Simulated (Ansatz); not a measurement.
Write the native input for Ansatz 0.2.0 that does the following.

* Task: single point
* Functional: PBE
* Potentials or basis: Ansatz PAW
* Cutoff: 420 eV (not typed: the program's choice for these potentials)
* k mesh: 12 × 12 × 12
* Occupations: gaussian, width 0.029 eV
* Spin: no spin polarisation

Sb:

```
Sb
1.0
    -1.57654    1.57654    2.71194
     1.57654   -1.57654    2.71194
     1.57654    1.57654   -2.71194
Sb
1
Direct
  0.00000 0.00000 0.00000
```

This isn't the form of Sb at room conditions, which is rhombohedral.

These files were run (other wordings do the same):

input.yaml

```yaml
crystal:
  lattice:
    - [-1.5765401831, 1.5765401831, 2.7119384313]
    - [1.5765401831, -1.5765401831, 2.7119384313]
    - [1.5765401831, 1.5765401831, -2.7119384313]
  atoms:
    - { symbol: Sb, position: [0.0, 0.0, 0.0] }
hamiltonian:
  xc: pbe
  pseudopotentials: { kind: paw }
kpoints:
  mp_grid: { grid: [12, 12, 12] }
scf:
  occupations: { method: gaussian, width: 0.029 }
output:
  forces: true
  stress: true
  eigenvalues: true
```

Potentials or basis: Ansatz PAW.

Launch:

```bash
$ ansatz run input.yaml --threads 2 --pin off --max-ram 5632MiB --backend cpu --events-out ev --progress --plain --runs-dir out
```

Results of the run:

| Property | Result |
| --- | --- |
| Pressure | 1.8 GPa |
| Band gap on the k mesh | none (metal or under the smearing width) |

Run time: 1.9 s on 2 threads of Intel(R) Xeon(R) Platinum 8259CL CPU @ 2.50GHz (Skylake/Cascade Lake), with other jobs on the host, peak memory 0.39 GiB.
